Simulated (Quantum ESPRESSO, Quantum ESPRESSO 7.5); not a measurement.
# H on fcc sites of Rh(111): a series in the coverage

Wanted: a table for H on fcc sites of Rh(111) against the coverage, and what can be fitted to it.

Program: Quantum ESPRESSO 7.5. Level of theory: plane-wave DFT, PBE, GBRV ultrasoft pseudopotentials. Results are calculated unless marked as measured.

### 1. Starting point

It takes space group Fm-3m (No. 225, cubic). Conventional cell: a = 3.800 Å, b = 3.800 Å, c = 3.800 Å, α = 90.00°, β = 90.00°, γ = 90.00°. Rh has 12 Rh at 2.69 Å nearest.

Set-up: Slabs of 3 layers, covered on the upper face; adsorbates and the top layer relax in a periodic cell, the rest is held (the clean slab relaxes both outer layers); a run under open boundaries (ESM, bc1) gives both vacuum levels. Cells of one to 9 surface sites carry the coverages, on meshes of like density; cold smearing of 0.02 Ry. The slabs take the lattice constants of the bulk relaxed by the same program.

Members 0.1667, 0.25, 0.3333, 0.5 and 0.6667 took the same steps and show in the table alone.

### 2. Relaxing cell and ions of the reference

The bulk crystal is relaxed in cell and atoms; the members are built on its lattice constants.

ref.vc.in

```
&control
  prefix = 'ref.vc'
  outdir = './out'
  pseudo_dir = './pseudo'
  nstep = 40
  forc_conv_thr = 0.0003
  calculation = 'vc-relax'
/
&system
  ibrav = 0
  nat = 1
  ntyp = 1
  ecutwfc = 50
  ecutrho = 250
  occupations = 'smearing'
  smearing = 'mv'
  degauss = 0.02
/
&electrons
  conv_thr = 1e-09
  mixing_beta = 0.4
  electron_maxstep = 120
/
&ions
/
&cell
  press_conv_thr = 0.3
/
ATOMIC_SPECIES
  Rh  102.9055  rh_pbe_v1.4.uspp.F.UPF
CELL_PARAMETERS angstrom
  0.00000000000000 1.90000000000000 1.90000000000000
  1.90000000000000 0.00000000000000 1.90000000000000
  1.90000000000000 1.90000000000000 0.00000000000000
ATOMIC_POSITIONS crystal
  Rh  0.000000000000 0.000000000000 0.000000000000
K_POINTS automatic
  18 18 18 0 0 0
```

Launch:

```
$ OMP_NUM_THREADS=1 mpirun -n 16 pw.x -nk 16 -in ref.vc.in > ref.vc.out
```

The log of the run:

```text
Program PWSCF v.7.5 starts
[citation notice left out]

     Parallel version (MPI & OpenMP), running on      16 processor cores
     Number of MPI processes:                16
     Threads/MPI process:                     1

     MPI processes distributed on     1 nodes
[...]
Current dimensions of program PWSCF are:
     Max number of different atomic species (ntypx) = 10
     Max number of k-points (npk) =  40000
     Max angular momentum in pseudopotentials (lmaxx) =  4
     Message from routine setup:
     using ibrav=0 with symmetry is DISCOURAGED, use correct ibrav instead

     K-points division:     npool     =      16
     Subspace diagonalization in iterative solution of the eigenvalue problem:
     a serial algorithm will be used

     G-vector sticks info
     --------------------
     sticks:   dense  smooth     PW     G-vecs:    dense   smooth      PW
     Sum         439     361    121                 6183     4477     893

     Using Slab Decomposition

     bravais-lattice index     =            0
     lattice parameter (alat)  =       5.0777  a.u.
     unit-cell volume          =      92.5737 (a.u.)^3
     number of atoms/cell      =            1
     number of atomic types    =            1
     number of electrons       =        15.00
     number of Kohn-Sham states=           12
     kinetic-energy cutoff     =      50.0000  Ry
     charge density cutoff     =     250.0000  Ry
     scf convergence threshold =      1.0E-09
     mixing beta               =       0.4000
     number of iterations used =            8  plain     mixing
     energy convergence thresh.=      1.0E-04
     force convergence thresh. =      3.0E-04
     press convergence thresh. =      3.0E-01
     Exchange-correlation=  SLA  PW   PBX  PBC
                           (   1   4   3   4   0   0   0)
     nstep                     =           40

     celldm(1)=   5.077705  celldm(2)=   0.000000  celldm(3)=   0.000000
     celldm(4)=   0.000000  celldm(5)=   0.000000  celldm(6)=   0.000000

     crystal axes: (cart. coord. in units of alat)
               a(1) = (   0.000000   0.707107   0.707107 )
               a(2) = (   0.707107   0.000000   0.707107 )
               a(3) = (   0.707107   0.707107   0.000000 )

     reciprocal axes: (cart. coord. in units 2 pi/alat)
               b(1) = ( -0.707107  0.707107  0.707107 )
               b(2) = (  0.707107 -0.707107  0.707107 )
               b(3) = (  0.707107  0.707107 -0.707107 )

     PseudoPot. # 1 for Rh read from file:
     ./pseudo/rh_pbe_v1.4.uspp.F.UPF
     Pseudo is Ultrasoft + core correction, Zval = 15.0
     Generated by new atomic code, or converted to UPF format
     Using radial grid of  969 points,  7 beta functions with:
                l(1) =   0
                l(2) =   0
                l(3) =   1
                l(4) =   1
                l(5) =   2
                l(6) =   2
                l(7) =   2
     Q(r) pseudized with  8 coefficients,  rinner =    1.200   1.200   1.200
                                                       1.200   1.200

     atomic species   valence    mass     pseudopotential
     Rh               15.00   102.90550     Rh( 1.00)

     48 Sym. Ops., with inversion, found

   Cartesian axes

     site n.     atom                  positions (alat units)
         1        Rh     tau(   1) = (   0.0000000   0.0000000   0.0000000  )

     number of k points=   195  Marzari-Vanderbilt smearing, width (Ry)=  0.0200

     Number of k-points >= 100: set verbosity='high' to print them.

     Dense  grid:     6183 G-vectors     FFT dimensions: (  25,  25,  25)

     Smooth grid:     4477 G-vectors     FFT dimensions: (  24,  24,  24)

     Estimated max dynamical RAM per process >      10.47 MB

     Estimated total dynamical RAM >     144.96 MB

     Initial potential from superposition of free atoms

     starting charge      14.4999, renormalised to      15.0000

     negative rho (up, down):  5.580E-02 0.000E+00
     Starting wfcs are   12 randomized atomic wfcs

     total cpu time spent up to now is        0.5 secs

     per-process dynamical memory:    14.4 Mb

     Self-consistent Calculation

     iteration #  1     ecut=    50.00 Ry     beta= 0.40
     Davidson diagonalization with overlap
     ethr =  1.00E-02,  avg # of iterations =  4.4

     negative rho (up, down):  5.669E-02 0.000E+00

     total cpu time spent up to now is        0.7 secs

     total energy              =    -171.10468240 Ry
     estimated scf accuracy    <       0.53206668 Ry

     iteration #  2     ecut=    50.00 Ry     beta= 0.40
[...]
negative rho (up, down):  5.692E-02 0.000E+00

[...]
total energy              =    -171.20112663 Ry
     estimated scf accuracy    <       0.00190624 Ry

     iteration #  3     ecut=    50.00 Ry     beta= 0.40
[...]
negative rho (up, down):  5.705E-02 0.000E+00

[...]
total energy              =    -171.20145257 Ry
     estimated scf accuracy    <       0.00050869 Ry

     iteration #  4     ecut=    50.00 Ry     beta= 0.40
[...]
negative rho (up, down):  5.704E-02 0.000E+00

[...]
total energy              =    -171.20147547 Ry
     estimated scf accuracy    <       0.00004136 Ry

     iteration #  5     ecut=    50.00 Ry     beta= 0.40
[...]
negative rho (up, down):  5.703E-02 0.000E+00

[...]
total energy              =    -171.20148148 Ry
     estimated scf accuracy    <       0.00000135 Ry

     iteration #  6     ecut=    50.00 Ry     beta= 0.40
[...]
negative rho (up, down):  5.703E-02 0.000E+00

[...]
total energy              =    -171.20148194 Ry
     estimated scf accuracy    <       0.00000035 Ry

     iteration #  7     ecut=    50.00 Ry     beta= 0.40
[...]
negative rho (up, down):  5.702E-02 0.000E+00

[...]
total energy              =    -171.20148199 Ry
     estimated scf accuracy    <          9.8E-09 Ry

     iteration #  8     ecut=    50.00 Ry     beta= 0.40
[...]
negative rho (up, down):  5.702E-02 0.000E+00

[...]
End of self-consistent calculation

     Number of k-points >= 100: set verbosity='high' to print the bands.

     the Fermi energy is    21.4472 ev

!    total energy              =    -171.20148199 Ry
     estimated scf accuracy    <          5.8E-10 Ry
[...]
The total energy is F=E-TS. E is the sum of the following terms:
     one-electron contribution =     -24.97506487 Ry
     hartree contribution      =      25.67464199 Ry
     xc contribution           =     -29.92711502 Ry
     ewald contribution        =    -141.97438032 Ry

     convergence has been achieved in   5 iterations

     negative rho (up, down):  5.757E-02 0.000E+00

     Forces acting on atoms (cartesian axes, Ry/au):

     atom    1 type  1   force =     0.00000000    0.00000000    0.00000000

     Total force =     0.000000     Total SCF correction =     0.000000

     Computing stress (Cartesian axis) and pressure

     negative rho (up, down):  5.757E-02 0.000E+00
          total   stress  (Ry/bohr**3)                   (kbar)     P=      -25.42
  -0.00017283   0.00000000  -0.00000000          -25.42        0.00       -0.00
   0.00000000  -0.00017283  -0.00000000            0.00      -25.42       -0.00
  -0.00000000  -0.00000000  -0.00017283           -0.00       -0.00      -25.42

     Energy error            =      4.6E-04 Ry
     Gradient error          =      0.0E+00 Ry/Bohr
     Cell gradient error     =      2.5E+01 kbar

     number of scf cycles    =   2
     number of bfgs steps    =   1

     enthalpy           old  =    -171.2014819907 Ry
     enthalpy           new  =    -171.2019408424 Ry

     CASE: enthalpy          _new < enthalpy          _old

     new trust radius        =       0.0062352816 bohr
     new conv_thr            =            1.0E-11 Ry

     new unit-cell volume =     94.99091 a.u.^3 (    14.07620 Ang^3 )
     density =     12.13954 g/cm^3

CELL_PARAMETERS (angstrom)
  -0.000000000   1.916395567   1.916395567
   1.916395567  -0.000000000   1.916395567
   1.916395567   1.916395567  -0.000000000

ATOMIC_POSITIONS (crystal)
Rh               0.0000000000        0.0000000000        0.0000000000

[...]
NEW-OLD atomic charge density approx. for the potential
     New effective cutoffs (rho, wfc):  243.82   49.15

     negative rho (up, down):  5.739E-02 0.000E+00

     total cpu time spent up to now is        2.5 secs

     per-process dynamical memory:    18.3 Mb

     Self-consistent Calculation

     iteration #  1     ecut=    50.00 Ry     beta= 0.40
     Davidson diagonalization with overlap
     ethr =  1.00E-06,  avg # of iterations =  2.9

     Threshold (ethr) on eigenvalues was too large:
     Diagonalizing with lowered threshold

     Davidson diagonalization with overlap
     ethr =  3.32E-09,  avg # of iterations =  2.5

     negative rho (up, down):  5.741E-02 0.000E+00

     total cpu time spent up to now is        2.8 secs

     total energy              =    -171.20202512 Ry
     estimated scf accuracy    <       0.00000044 Ry

[...]
iteration #  5     ecut=    50.00 Ry     beta= 0.40
[...]
negative rho (up, down):  5.743E-02 0.000E+00

[...]
End of self-consistent calculation

     Number of k-points >= 100: set verbosity='high' to print the bands.

     the Fermi energy is    20.7376 ev

!    total energy              =    -171.20202515 Ry
     estimated scf accuracy    <          3.0E-13 Ry
     smearing contrib. (-TS)   =      -0.00001567 Ry
     internal energy E=F+TS    =    -171.20200948 Ry

     The total energy is F=E-TS. E is the sum of the following terms:
     one-electron contribution =     -24.30690408 Ry
     hartree contribution      =      25.46937925 Ry
     xc contribution           =     -29.93668230 Ry
     ewald contribution        =    -142.42780235 Ry

     convergence has been achieved in   5 iterations

     negative rho (up, down):  5.743E-02 0.000E+00

     Forces acting on atoms (cartesian axes, Ry/au):

     atom    1 type  1   force =     0.00000000    0.00000000    0.00000000

     Total force =     0.000000     Total SCF correction =     0.000000

     Computing stress (Cartesian axis) and pressure

     negative rho (up, down):  5.743E-02 0.000E+00
          total   stress  (Ry/bohr**3)                   (kbar)     P=       -1.47
  -0.00000999   0.00000000   0.00000000           -1.47        0.00        0.00
  -0.00000000  -0.00000999   0.00000000           -0.00       -1.47        0.00
   0.00000000  -0.00000000  -0.00000999            0.00       -0.00       -1.47

     Energy error            =      8.4E-05 Ry
     Gradient error          =      0.0E+00 Ry/Bohr
     Cell gradient error     =      1.5E+00 kbar

     number of scf cycles    =   3
     number of bfgs steps    =   2

     enthalpy           old  =    -171.2019408424 Ry
     enthalpy           new  =    -171.2020251483 Ry

     CASE: enthalpy          _new < enthalpy          _old

     new trust radius        =       0.0003793178 bohr
     new conv_thr            =            1.0E-11 Ry

     new unit-cell volume =     94.93547 a.u.^3 (    14.06799 Ang^3 )
     density =     12.14663 g/cm^3

CELL_PARAMETERS (angstrom)
  -0.000000000   1.916022646   1.916022646
   1.916022646  -0.000000000   1.916022646
   1.916022646   1.916022646  -0.000000000

ATOMIC_POSITIONS (crystal)
Rh               0.0000000000        0.0000000000        0.0000000000

[...]
NEW-OLD atomic charge density approx. for the potential
     New effective cutoffs (rho, wfc):  243.92   49.17

     negative rho (up, down):  5.741E-02 0.000E+00

     total cpu time spent up to now is        3.3 secs

     per-process dynamical memory:    18.3 Mb

[...]
!    total energy              =    -171.20202542 Ry
[...]
Total force =     0.000000     Total SCF correction =     0.000000
[...]
Self-consistent Calculation

     iteration #  1     ecut=    50.00 Ry     beta= 0.40
     Davidson diagonalization with overlap
     ethr =  1.00E-06,  avg # of iterations = 11.0

     negative rho (up, down):  5.718E-02 0.000E+00

     total cpu time spent up to now is        4.3 secs

     total energy              =    -171.09577917 Ry
     estimated scf accuracy    <       0.55715620 Ry

[...]
iteration #  9     ecut=    50.00 Ry     beta= 0.40
[...]
negative rho (up, down):  5.742E-02 0.000E+00

[...]
End of self-consistent calculation

     Number of k-points >= 100: set verbosity='high' to print the bands.

     the Fermi energy is    20.7535 ev

!    total energy              =    -171.20203516 Ry
     estimated scf accuracy    <          2.0E-12 Ry
     smearing contrib. (-TS)   =      -0.00001530 Ry
     internal energy E=F+TS    =    -171.20201986 Ry

     The total energy is F=E-TS. E is the sum of the following terms:
     one-electron contribution =     -24.26613196 Ry
     hartree contribution      =      25.45691586 Ry
     xc contribution           =     -29.93728025 Ry
     ewald contribution        =    -142.45552351 Ry

     convergence has been achieved in   9 iterations

     negative rho (up, down):  5.742E-02 0.000E+00

     Forces acting on atoms (cartesian axes, Ry/au):

     atom    1 type  1   force =     0.00000000    0.00000000    0.00000000

     Total force =     0.000000     Total SCF correction =     0.000000

     Computing stress (Cartesian axis) and pressure

     negative rho (up, down):  5.742E-02 0.000E+00
          total   stress  (Ry/bohr**3)                   (kbar)     P=       -0.11
  -0.00000075  -0.00000000   0.00000000           -0.11       -0.00        0.00
   0.00000000  -0.00000075   0.00000000            0.00       -0.11        0.00
  -0.00000000  -0.00000000  -0.00000075           -0.00       -0.00       -0.11

[...]
=------------------------------------------------------------------------------=
   JOB DONE.
=------------------------------------------------------------------------------=
```

It took 6.1 s on 16 MPI ranks of Arm Neoverse V2, shared host; peak memory 0.79 GiB.

The steps of the relaxation:

```csv
step,energy less that of the first step (eV),largest force (eV/Å),volume (Å³)
1,0.0000,0.0000,13.72
2,-0.0062,0.0000,14.21
3,-0.0074,0.0000,14.08
4,-0.0074,0.0000,14.07
5,-0.0075,0.0000,14.07
```

```csv
"conventional cell, symmetrised",before,after,change
a (Å),3.800,3.832,+0.8 %
b (Å),3.800,3.832,+0.8 %
c (Å),3.800,3.832,+0.8 %
volume (Å³/atom),13.72,14.07,+2.6 %
```

The relaxed structure:

```
CELL_PARAMETERS angstrom
0.00000 1.91602 1.91602
1.91602 0.00000 1.91602
1.91602 1.91602 0.00000
ATOMIC_POSITIONS crystal
Rh 0.00000 0.00000 0.00000
```

 The last row is no step: it is a fresh SCF in the final cell with a new plane-wave basis, -0 meV from the row before.

Numbers from this step:

- free energy: -2329.3224 eV
- Fermi energy: 20.75 eV

[end of part 1 of 9]

[Logs are printed without paths, hosts, clocks, repeated set-up lines and the standing remarks that a program may print on its own settings, such as how far it seeks lower states.]

[Hosts, paths, dates, database ids (printed as entryN), source tags and the programs' standing remarks are cut or masked in the printed files.]

[Maps of the electrostatic potential energy from Ansatz leave out the sawtooth potential of an applied field or a dipole correction, so their vacuum need not be flat; planar profiles and work functions include it.]
